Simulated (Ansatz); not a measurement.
The system is CuO.

```
CELL_PARAMETERS angstrom
1.99097 -2.15355 0.00000
1.99097 2.15355 0.00000
0.00000 0.00000 5.15593
ATOMIC_POSITIONS crystal
Cu 0.50000 0.00000 0.00000
Cu 0.00000 0.50000 0.50000
O 0.50000 0.50000 0.25000
O 0.50000 0.50000 0.75000
```

Measurements of this composition are mostly on another form, of space group No. 15.

Base run:

| Quantity | Value |
| --- | --- |
| Program | Ansatz 0.2.0 |
| Functional | PBE |
| Potentials or basis | Ansatz PAW |
| Cutoff | 420 eV (not typed: the program's choice for these potentials) |
| k mesh | 9 × 9 × 5 |
| Occupations | fermi-dirac, width 0.05 eV |
| Spin | no spin polarisation |
| Hubbard terms | Cu d U = 6 eV |

Its results: band gap on the k mesh none (metal or under the smearing width); pressure 4.7 GPa.

The run is repeated on the same cell with these changes: hubbard terms from Cu d U = 6 eV to Cu d U = 4 eV. What comes out?

Band gap on the k mesh none (metal or under the smearing width); pressure 3.5 GPa.

Caveats: the run has no spin polarisation, though such a crystal can be magnetic; U without spin polarisation on a metal has little footing.
